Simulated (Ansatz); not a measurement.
LiCl (wurtzite), relaxed with r2SCAN in the plane-wave code Ansatz. The symmetry is P6_3mc (No. 186, hexagonal); a = 3.894 Å, c = 6.224 Å in the conventional setting, 20.44 Å³ an atom. Li is surrounded by 4 Cl at 2.37 Å; Cl is surrounded by 4 Li at 2.37 Å.

The axes x, y and z are those of this cell:
```
CELL_PARAMETERS angstrom
3.89418 0.00000 0.00000
-1.94709 3.37246 0.00000
0.00000 0.00000 6.22446
ATOMIC_POSITIONS crystal
Li 0.33333 0.66667 0.99687
Li 0.66667 0.33333 0.49687
Cl 0.33333 0.66667 0.37813
Cl 0.66667 0.33333 0.87813
```

Unstrained: PBE gives a direct gap of 6.020 eV at Γ. With r2SCAN the gap is 6.684 eV and direct, at Γ. HSE06 gives a direct gap of 7.353 eV at Γ. Meshes: PBE 12×12×4, r2SCAN 12×12×4, HSE06 6×6×4. Strains are changes of length per length, and xy shears are angles. After each strain the atoms were relaxed again with r2SCAN in this cell and within any symmetry left, so distortions that break it or need a larger cell weren't tested; points keep the names that they have in the unstrained zone. All values are calculated for a non-magnetic cell, which may be hypothetical.

Q: Estimate what epitaxial -1.0 % in the xy plane, free normal strain +1.04 % does to the gap.

A: PBE: the gap goes from 6.020 to 6.105 eV (+0.084 eV). r2SCAN: the gap goes from 6.684 to 6.773 eV (+0.088 eV). HSE06: the gap goes from 7.353 to 7.442 eV (+0.089 eV). The r2SCAN energy rises by 0.6 meV an atom.

Q: Apply uniaxial +5.0 % along x, other directions held. How far does the gap move, against the unstrained cell?

A: PBE: the gap goes from 6.020 to 5.798 eV (-0.223 eV). r2SCAN: the gap goes from 6.684 to 6.450 eV (-0.234 eV). HSE06: the gap goes from 7.353 to 7.116 eV (-0.236 eV). The r2SCAN energy rises by 5.7 meV an atom.

Q: Apply xy shear, engineering strain (angle) +3.0 %. How far does the gap move, against the unstrained cell?

A: PBE: the gap goes from 6.020 to 6.019 eV (-0.001 eV). r2SCAN: the gap goes from 6.684 to 6.683 eV (-0.001 eV). HSE06: the gap goes from 7.353 to 7.352 eV (-0.001 eV). The r2SCAN energy rises by 0.5 meV an atom.

Q: Apply isotropic +2.5 % on every length. How far does the gap move, against the unstrained cell?

A: PBE: the gap goes from 6.020 to 5.775 eV (-0.245 eV). r2SCAN: the gap goes from 6.684 to 6.425 eV (-0.260 eV). HSE06: the gap goes from 7.353 to 7.091 eV (-0.262 eV). The r2SCAN energy rises by 8.6 meV an atom.

The meshes of the hybrids are coarse, so their gaps aren't converged to the digits shown.
